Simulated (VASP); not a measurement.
Wanted: the native input for a VASP 6.6.1 run.

| Quantity | Value |
| --- | --- |
| Task | single point |
| Functional | r2SCAN |
| Potentials or basis | VASP PAW PBE potentials, release 64 (Ba_sv, Te) |
| Cutoff | 520 eV |
| k mesh | 6 × 6 × 6 |
| Occupations | gaussian, width 0.01 eV |
| Spin | no spin polarisation |
| Dipole correction | no |
| Further INCAR settings | ALGO = Normal; EDIFF = 1e-06; NBANDS = 15 |

The system is BaTe.

```xyz
2
Lattice="0.0000 3.5324 3.5324 3.5324 0.0000 3.5324 3.5324 3.5324 0.0000" Properties=species:S:1:pos:R:3 pbc="T T T"
Ba    0.0000    0.0000    0.0000
Te    3.5324    3.5324    3.5324
```

The cell was built by a generator and needn't be a form met in nature.

One way to write it, as run:

POSCAR

```
BaTe
1.0
    0.0000000000      3.5323868345      3.5323868345
    3.5323868345      0.0000000000      3.5323868345
    3.5323868345      3.5323868345      0.0000000000
Ba Te
1 1
Direct
    0.0000000000      0.0000000000      0.0000000000
    0.5000000000      0.5000000000      0.5000000000
```

INCAR.step1

```
SYSTEM = BaTe
PREC = Accurate ; ENCUT = 520
ISMEAR = 0 ; SIGMA = 0.01
LREAL = .FALSE. ; LASPH = .TRUE.
NELM = 80 ; NBANDS = 15
GGA = PE ; ALGO = Normal
EDIFF = 1E-4 ; LWAVE = .TRUE.
LCHARG = .FALSE.
```

INCAR.step2

```
SYSTEM = BaTe
PREC = Accurate ; ENCUT = 520
EDIFF = 1E-6 ; ISMEAR = 0
SIGMA = 0.01 ; LREAL = .FALSE.
LASPH = .TRUE. ; NELM = 80
ALGO = Normal ; ISIF = 2
LWAVE = .FALSE. ; LCHARG = .FALSE.
METAGGA = R2SCAN ; LMIXTAU = .TRUE.
NBANDS = 15 ; ISTART = 1
```

KPOINTS

```
regular mesh
0
G
  6 6 6
  0 0 0
```

Potentials or basis: VASP PAW PBE potentials, release 64 (Ba_sv, Te).

Launch:

```bash
$ cat potpaw_PBE.64/Ba_sv/POTCAR potpaw_PBE.64/Te/POTCAR > POTCAR
$ cp INCAR.step1 INCAR
$ mpirun -np 1 vasp_std > vasp.out
$ cp INCAR.step2 INCAR
$ mpirun -np 1 vasp_std > vasp.out
```

It gave:

The pressure is 0.3 GPa. The band gap on the k mesh is 1.93 eV, indirect (least direct gap 2.32 eV).

Caveat: the PAW data sets were made with another functional, which shifts forces and pressure a little; spin-orbit coupling is left out, which moves the levels of the heavy elements.

Run time: 92 s on 1 thread of Intel(R) Xeon(R) Platinum 8375C CPU @ 2.90GHz (Ice Lake) (shared host), peak memory 0.26 GiB.
